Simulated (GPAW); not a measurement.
# ZnS (F-43m) in GPAW: further runs

One crystal, ZnS, is run at these levels: PBE; tasks: single point.

All numbers are computed with GPAW 26.7.0; they aren't measurements. Logs are shortened: lines on timing, memory, paths and dates and some standing lists are left out, and cuts for length are marked. The log counts tension as positive stress, the text compression.

**Experimental background.**

“Electronic, vibrational, and thermodynamic properties of ZnS (zincblende and rocksalt structure)”, 2009, arxiv:0911.5022 quotes, for a bulk crystal of ZnS at 19 K: band gap 3.85 eV (direct).

The results are compared with them further down.

### 1 The structure

Symmetry: F-43m, No. 216, cubic system. Conventional cell: a = 5.404 Å, b = 5.404 Å, c = 5.404 Å, α = 90.00°, β = 90.00°, γ = 90.00°. Around Zn (site symmetry -43m) lie 4 S at 2.34 Å. S (site symmetry -43m) is surrounded by 4 Zn at 2.34 Å.

### 2 Single point, PBE

Contents of run.py:

```python
from ase import Atoms
from ase.dft.bandgap import bandgap
from ase.io import write
from ase.units import Bohr, GPa
from gpaw import GPAW, PW
from gpaw.elf import elf_from_dft_calculation

atoms = Atoms(['Zn', 'S'],
              cell=[[0.0, 2.702, 2.702],
                    [2.702, 0.0, 2.702],
                    [2.702, 2.702, 0.0]],
              scaled_positions=[[0.75, 0.75, 0.75],
                                [0.0, 0.0, 0.0]],
              pbc=True)

calc = GPAW(mode=PW(600),
            xc='PBE',
            kpts={'size': (9, 9, 9), 'gamma': True},
            occupations={'name': 'methfessel-paxton', 'order': 0, 'width': 0.018000000000000002},
            nbands=18,
            convergence={'density': 1e-05, 'energy': 1e-05},
            maxiter=150,
            txt='gpaw.txt')
atoms.calc = calc
energy = atoms.get_potential_energy()
forces = atoms.get_forces()
stress = atoms.get_stress()
calc.write('gs.gpw')
write('result.traj', atoms)
print(f'Energy: {energy:.6f} eV')
print('Forces (eV/A):')
print(forces.round(4))
print('Stress (GPa):', (stress / GPa).round(3))
print('Fermi level:', round(calc.get_fermi_level(), 4), 'eV')
print(f'Gap: {bandgap(calc)[0]:.4f} eV, direct: {bandgap(calc, direct=True)[0]:.4f} eV')

# fields on the real-space grid
write('density.cube', atoms, data=calc.get_pseudo_density() * Bohr**3)
write('potential.cube', atoms, data=calc.get_electrostatic_potential())
write('elf.cube', atoms, data=elf_from_dft_calculation(calc).data)
```

Potentials or basis: GPAW PAW data sets (gpaw-data 1.2.1), pw.

On the command line:

```bash
$ OMP_NUM_THREADS=1 python run.py
```

gpaw.txt:

```text
__  _  _
 | _ |_)|_||  |
 |__||  | ||/\| - 26.7.0

Input parameters:
  mode=PW(ecut=600.0),
  convergence={'density': 1e-05, 'energy': 1e-05},
  kpts=MonkhorstPack(size=(9, 9, 9), gamma=True),
  maxiter=150,
  nbands=18,
  occupations=Occupations(name='methfessel-paxton', order=0, width=0.018000000000000002),
  xc=XC(name='PBE')

Diagonalizing LCAO Hamiltonian
Converting LCAO to pw mode

                    Zn

       S

Atoms  # Å, Bohr magnetons
|   | symbol |        x |        y |        z |    initial magnetic moments |
|---|--------|----------|----------|----------|-----------------------------|
| 0 |     Zn | 4.053000 | 4.053000 | 4.053000 | ( 0.0000,  0.0000,  0.0000) |
| 1 |      S | 0.000000 | 0.000000 | 0.000000 | ( 0.0000,  0.0000,  0.0000) |

Unit cell  # Å
| periodic |        x |        y |        z |  lengths |    angles |
|----------|----------|----------|----------|----------|-----------|
|      yes | 0.000000 | 2.702000 | 2.702000 | 3.821205 | 60.000000 |
|      yes | 2.702000 | 0.000000 | 2.702000 | 3.821205 | 60.000000 |
|      yes | 2.702000 | 2.702000 | 0.000000 | 3.821205 | 60.000000 |

Number of symmetries: 24
Symmetry operations  # r_c * U_cc + t_c -> r_c
|    | kind |            matrix            |
|----|------|------------------------------|
|  0 |  E   |  1, 0, 0,  0, 1, 0,  0, 0, 1 |
|  1 |  σ   |  1, 0, 0,  0, 0, 1,  0, 1, 0 |
|  2 |  σ   |  1, 0,-1,  0, 1,-1,  0, 0,-1 |
|  3 |  C3  |  1, 0,-1,  0, 0,-1,  0, 1,-1 |
|  4 |  C3  |  1,-1, 0,  0,-1, 1,  0,-1, 0 |
|  5 |  σ   |  1,-1, 0,  0,-1, 0,  0,-1, 1 |
|  6 |  σ   |  0, 1, 0,  1, 0, 0,  0, 0, 1 |
|  7 |  C3  |  0, 1, 0,  0, 0, 1,  1, 0, 0 |
|  8 |  C2  |  0, 1,-1,  1, 0,-1,  0, 0,-1 |
|  9 |  S4  |  0, 1,-1,  0, 0,-1,  1, 0,-1 |
| 10 |  C3  |  0, 0, 1,  1, 0, 0,  0, 1, 0 |
| 11 |  σ   |  0, 0, 1,  0, 1, 0,  1, 0, 0 |
| 12 |  S4  |  0, 0,-1,  1, 0,-1,  0, 1,-1 |
| 13 |  C3  |  0, 0,-1,  0, 1,-1,  1, 0,-1 |
| 14 |  S4  |  0,-1, 1,  1,-1, 0,  0,-1, 0 |
| 15 |  C2  |  0,-1, 1,  0,-1, 0,  1,-1, 0 |
| 16 |  C3  |  0,-1, 0,  1,-1, 0,  0,-1, 1 |
| 17 |  S4  |  0,-1, 0,  0,-1, 1,  1,-1, 0 |
| 18 |  S4  | -1, 1, 0, -1, 0, 1, -1, 0, 0 |
| 19 |  C3  | -1, 1, 0, -1, 0, 0, -1, 0, 1 |
| 20 |  C3  | -1, 0, 1, -1, 1, 0, -1, 0, 0 |
| 21 |  S4  | -1, 0, 1, -1, 0, 0, -1, 1, 0 |
| 22 |  σ   | -1, 0, 0, -1, 1, 0, -1, 0, 1 |
| 23 |  C2  | -1, 0, 0, -1, 0, 1, -1, 1, 0 |

BZ-sampling:
  Number of BZ points: 729
  Number of IBZ points: 35

  Monkhorst-Pack size: [9, 9, 9]
  Monkhorst-Pack shift: [0, 0, 0]

K-points  # in reciprocal-cell coordinates
|     |                                coordinates |     weight |
|-----|--------------------------------------------|------------|
|   0 | (  0.00000000,   0.00000000,   0.00000000) | 0.00137174 |
|   1 | (  0.11111111,   0.11111111,   0.00000000) | 0.00823045 |
|   2 | (  0.11111111,   0.11111111,   0.11111111) | 0.01097394 |
|   3 | (  0.22222222,   0.11111111,   0.11111111) | 0.01646091 |
|   4 | (  0.22222222,   0.22222222,   0.00000000) | 0.00823045 |
|   5 | (  0.22222222,   0.22222222,   0.11111111) | 0.03292181 |
|   6 | (  0.22222222,   0.22222222,   0.22222222) | 0.01097394 |
|   7 | (  0.33333333,   0.22222222,   0.11111111) | 0.03292181 |
|   8 | (  0.33333333,   0.22222222,   0.22222222) | 0.03292181 |
|   9 | (  0.33333333,   0.33333333,  -0.33333333) | 0.01646091 |
| ... |                                            |            |
|  34 | (  0.44444444,   0.44444444,   0.44444444) | 0.01097394 |

Plane wave coefficients: 1363
Cutoff: 600.0 eV

Spin-components: 1 (collinear spins)
Bands:           18
Projectors:      11
Spin-degeneracy: 2
Datatype:        complex128

Parallelization:
  kpt:    1
  domain: 1
  band:   1

Density:
  Valence electrons: 18.0
  Components: 1
  Grid points: [24 24 24]
  Charge: 0.0  # |e|

Potential:
  Grid points: [24 24 24]

species:
  Zn:
    name:    Zinc
    Z:       30.0
    valence: 12
    core:    18
    charge:  0.0  # [|e|]
    compensation charges:
      type: gauss
      rc: 0.37  # [Å]
      lmax: 2
    cutoffs:
      filter: 2.14  # [Å]
      core: 2.28  # [Å]
    projectors
    | kind |    occ | energy [eV] | rcut [Å] |
    |------|--------|-------------|----------|
    |   4s |  2.000 |      -5.977 |    1.286 |
    |   4p |  0.000 |      -1.117 |    1.270 |
    |   3d | 10.000 |     -10.142 |    1.180 |
    |    s |        |      21.234 |    1.286 |
    |    p |        |      26.095 |    1.270 |
    |    d |        |      17.070 |    1.180 |

    Using partial waves for Zn as LCAO basis

  S:
    name:    Sulfur
    Z:       16.0
    valence: 6
    core:    10
    charge:  0.0  # [|e|]
    compensation charges:
      type: gauss
      rc: 0.24  # [Å]
      lmax: 2
    cutoffs:
      filter: 1.77  # [Å]
      core: 1.66  # [Å]
    projectors
    | kind |    occ | energy [eV] | rcut [Å] |
    |------|--------|-------------|----------|
    |   3s |  2.000 |     -17.254 |    0.974 |
    |   3p |  4.000 |      -7.008 |    0.979 |
    |    s |        |       9.957 |    0.974 |
    |    p |        |      20.203 |    0.979 |
    |    d |        |       0.000 |    0.900 |

    Using partial waves for S as LCAO basis

Reference energy: -59718.946550  # eV

eigensolver:
  PPCG
  Converge bands: occupied
  niter=2

density mixing:
  MSR1-Mixer
  Pratt-step length: 0.05
  Maximum mixing coefficient: 0.75
  Old densities: 10
  SVD Regularization: 0.005
  Good broyden scale: 1.0
  Trust region scale: 1.0
  Backstep threshold: 4.0
  History deletion threshold: 6.0
  Fourier metric: weight=20.0, sigma=0.015

occupation numbers:
  Methfessel-Paxton:
    width: 0.0180  # eV
    order: 0

poisson solver:
  ecut: 4800.0  # eV

xc functional:
  name: PBE with 2 nearest neighbor stencil

convergence criteria:
- Maximum integral of absolute [dens]ity change: 1e-05 electrons / valence electron
- Maximum [total energy] change in last 3 cyles: 1e-05 eV / valence electron
- Maximum integral of absolute [eigenst]ate change: 4e-08 eV^2 / valence electron
maximum number of iterations: 150

SCF iterations
|iter     | |      energy | eigst |  dens |
|---------|-|-------------|-------|-------|
|iter:   1| |   -7.291913 | -0.09 |       |
|iter:   2| |   -7.205643 | -1.80 | -1.18 |
|iter:   3| |   -6.921237 | -1.50 | -1.23 |
|iter:   4| |   -6.921903 | -2.66 | -1.79 |
|iter:   5| |   -6.923390 | -3.64 | -2.23 |
|iter:   6| |   -6.923337 | -4.30 | -3.00 |
|iter:   7| |   -6.923362c| -5.20 | -3.52 |
|iter:   8| |   -6.923369c| -5.86 | -3.87 |
|iter:   9| |   -6.923369c| -8.04c| -4.90 |
|iter:  10| |   -6.923369c| -7.59c| -5.36c|

Converged in 10 steps
Energy contributions relative to reference atoms: (reference = -59718.946550)

Energy contributions:
  Kinetic:          10.974489
  Coulomb:          -9.307937
  Zero:              0.056342
  External:          0.000000
  Xc:               -8.646264
  Entropy:           0.000000
  Spinorbit:         0.000000
  ----------------------------
  Free energy:      -6.923369
  Extrapolated:     -6.923369

dipole moment: (-14.590608, -14.590608, -14.590608)  # |e|*Ang

Fermi level: 4.497
Eigenvalues  # (at kpt = [0.000, 0.000, 0.000])
| band index |      eig [eV] | occ [0-2] |
|------------|---------------|-----------|
|          0 |        -9.388 |     2.000 |
|          1 |        -2.563 |     2.000 |
|          2 |        -2.563 |     2.000 |
|          3 |        -2.563 |     2.000 |
|          4 |        -2.069 |     2.000 |
|          5 |        -2.069 |     2.000 |
[... 10 lines left out ...]
|         16 |        18.294 |     0.000 |
|         17 |        18.294 |     0.000 |

Gap: 2.104 eV
Transition (v -> c):
  (s=0, k=0, n=8, [0.00, 0.00, 0.00]) -> (s=0, k=0, n=9, [0.00, 0.00, 0.00])
No difference between direct/indirect transitions

Forces  # eV/Ang
|       x |        y |       z |
|---------|----------|---------|
| 0.00000 |  0.00000 | 0.00000 |  # Zn   0
| 0.00000 | -0.00000 | 0.00000 |  # S    1

Stress tensor  # eV/Ang^3
|         x |         y |         z |
|-----------|-----------|-----------|
| -0.010136 |  0.000000 |  0.000000 |
|  0.000000 | -0.010136 |  0.000000 |
|  0.000000 |  0.000000 | -0.010136 |

# Writing to gs.gpw (mode='')
```

Run time: 16 s. Hardware: 1 thread of Arm Neoverse V2, shared host; peak memory 0.16 GiB.

What came out:

| Property | Result |
| --- | --- |
| Free energy | -6.9234 eV |
| Pressure | 1.6 GPa |
| Band gap on the k mesh | 2.10 eV, direct |

Levels at points of the mesh, in eV from the valence-band top:
| k point | band 5 | band 6 | band 7 | band 8 | band 9 | band 10 | band 11 | band 12 | band 13 | band 14 |
| --- | --- | --- | --- | --- | --- | --- | --- | --- | --- | --- |
| (0.00, 0.00, 0.00) | -5.82 | -5.82 | 0.00 | 0.00 | 0.00 | 2.10 | 6.37 | 6.37 | 6.37 | 11.62 |

### 3 Single point, PBE

Contents of run.py:

```python
from ase.dft.bandgap import bandgap
from ase.io import read, write
from ase.units import GPa
from gpaw import GPAW, PW

atoms = read('ZnS.xyz')

calc = GPAW(mode=PW(600),
            xc='PBE',
            kpts={'size': (9, 9, 9), 'gamma': True},
            occupations={'name': 'methfessel-paxton', 'order': 0, 'width': 0.019000000000000003},
            nbands=18,
            convergence={'density': 1e-05, 'energy': 1e-05},
            maxiter=150,
            txt='gpaw.txt')
atoms.calc = calc
energy = atoms.get_potential_energy()
forces = atoms.get_forces()
stress = atoms.get_stress()
calc.write('gs.gpw')
write('result.traj', atoms)
print(f'Energy: {energy:.6f} eV')
print('Forces (eV/A):')
print(forces.round(4))
print('Stress (GPa):', (stress / GPa).round(3))
print('Fermi level:', round(calc.get_fermi_level(), 4), 'eV')
print(f'Gap: {bandgap(calc)[0]:.4f} eV, direct: {bandgap(calc, direct=True)[0]:.4f} eV')
```

Contents of ZnS.xyz:

```xyz
2
Lattice="0.0000000000 2.7020000000 2.7020000000 2.7020000000 0.0000000000 2.7020000000 2.7020000000 2.7020000000 0.0000000000" Properties=species:S:1:pos:R:3 pbc="T T T"
Zn     4.0530000000      4.0530000000      4.0530000000
S      0.0000000000      0.0000000000      0.0000000000
```

Potentials or basis: GPAW PAW data sets (gpaw-data 1.2.1), pw.

On the command line:

```bash
$ OMP_NUM_THREADS=1 python run.py
```

gpaw.txt:

```text
__  _  _
 | _ |_)|_||  |
 |__||  | ||/\| - 26.7.0

Input parameters:
  mode=PW(ecut=600.0),
  convergence={'density': 1e-05, 'energy': 1e-05},
  kpts=MonkhorstPack(size=(9, 9, 9), gamma=True),
  maxiter=150,
  nbands=18,
  occupations=Occupations(name='methfessel-paxton', order=0, width=0.019000000000000003),
  xc=XC(name='PBE')

Diagonalizing LCAO Hamiltonian
Converting LCAO to pw mode

                    Zn

       S

Atoms  # Å, Bohr magnetons
|   | symbol |        x |        y |        z |    initial magnetic moments |
|---|--------|----------|----------|----------|-----------------------------|
| 0 |     Zn | 4.053000 | 4.053000 | 4.053000 | ( 0.0000,  0.0000,  0.0000) |
| 1 |      S | 0.000000 | 0.000000 | 0.000000 | ( 0.0000,  0.0000,  0.0000) |

Unit cell  # Å
| periodic |        x |        y |        z |  lengths |    angles |
|----------|----------|----------|----------|----------|-----------|
|      yes | 0.000000 | 2.702000 | 2.702000 | 3.821205 | 60.000000 |
|      yes | 2.702000 | 0.000000 | 2.702000 | 3.821205 | 60.000000 |
[... 179 lines left out ...]

Energy contributions:
  Kinetic:          10.974489
  Coulomb:          -9.307937
  Zero:              0.056342
  External:          0.000000
  Xc:               -8.646264
  Entropy:           0.000000
  Spinorbit:         0.000000
  ----------------------------
  Free energy:      -6.923369
  Extrapolated:     -6.923369

dipole moment: (-14.590608, -14.590608, -14.590608)  # |e|*Ang

Fermi level: 4.497
Eigenvalues  # (at kpt = [0.000, 0.000, 0.000])
| band index |      eig [eV] | occ [0-2] |
|------------|---------------|-----------|
|          0 |        -9.388 |     2.000 |
|          1 |        -2.563 |     2.000 |
|          2 |        -2.563 |     2.000 |
|          3 |        -2.563 |     2.000 |
|          4 |        -2.069 |     2.000 |
|          5 |        -2.069 |     2.000 |
[... 10 lines left out ...]
|         16 |        18.294 |     0.000 |
|         17 |        18.294 |     0.000 |

Gap: 2.104 eV
Transition (v -> c):
  (s=0, k=0, n=8, [0.00, 0.00, 0.00]) -> (s=0, k=0, n=9, [0.00, 0.00, 0.00])
No difference between direct/indirect transitions

Forces  # eV/Ang
|       x |        y |       z |
|---------|----------|---------|
| 0.00000 |  0.00000 | 0.00000 |  # Zn   0
| 0.00000 | -0.00000 | 0.00000 |  # S    1

Stress tensor  # eV/Ang^3
|         x |         y |         z |
|-----------|-----------|-----------|
| -0.010136 |  0.000000 |  0.000000 |
|  0.000000 | -0.010136 |  0.000000 |
|  0.000000 |  0.000000 | -0.010136 |

# Writing to gs.gpw (mode='')
```

Run time: 15 s. Hardware: 1 thread of Arm Neoverse V2, shared host; peak memory 0.16 GiB.

What came out:

- Free energy: -6.9234 eV
- Pressure: 1.6 GPa
- Band gap on the k mesh: 2.10 eV, direct

Levels at points of the mesh, in eV from the valence-band top:
```tsv
k point	band 5	band 6	band 7	band 8	band 9	band 10	band 11	band 12	band 13	band 14
(0.00, 0.00, 0.00)	-5.82	-5.82	0.00	0.00	0.00	2.10	6.37	6.37	6.37	11.62
```

### 4 Comparison with measurements

Step 2. Against the measured gap of ZnS, 3.85 eV (direct; 19 K; quoted in “Electronic, vibrational, and thermodynamic properties of ZnS (zincblende and rocksalt structure)”, 2009, arxiv:0911.5022), the calculated 2.10 eV is off by -1.75 eV. The value is that of PBE, without temperature or zero-point motion. Semilocal functionals fall short of measured gaps as a rule.

Step 3. A measured gap of ZnS is 3.85 eV (direct; 19 K; quoted in “Electronic, vibrational, and thermodynamic properties of ZnS (zincblende and rocksalt structure)”, 2009, arxiv:0911.5022); the calculated 2.10 eV misses it by -1.75 eV. The value is that of PBE, without temperature or zero-point motion. Semilocal functionals fall short of measured gaps as a rule.
